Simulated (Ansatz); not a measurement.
## Contact densities of Ga against volume

```xyz
1
Lattice="0.0000 2.1174 2.1174 2.1174 0.0000 2.1174 2.1174 2.1174 0.0000" Properties=species:S:1:pos:R:3 pbc="T T T"
Ga    0.0000    0.0000    0.0000
```

The cell was built from the fcc type and relaxed in the same program, and has space group Fm-3m; it needn't be a known or the stable phase.

Method: Ansatz 0.2.0, DFT, PBE, all-electron PAW with datasets made for the crystal, scalar-relativistic.

Numerical set-up: a Γ-centred 17×17×17 k mesh, Fermi–Dirac smearing of 0.05 eV, cutoff 240 eV (chosen by the program for this cell), no spin polarisation.

The contact density is the mean electron density over the nuclear volume; its changes follow the s electrons' response to bonding and compression. Changes below are taken from the unscaled cell, where it is 187516 e/Å³ at Ga.

The datasets are made afresh for each cell, so very small changes are uncertain.

Q: Does compression raise or lower the contact density at Ga?

A: It lowers it, by 3.66 e/Å³ over the whole range.

Q: Tabulate the changes with volume.

A: 
```
V/V(cell)  P (GPa)  Δρ(0) Ga (e/Å³)
   0.9405      3.4            -1.94
   1.0000      0.0             0.00
   1.0600     -2.4             1.72
```
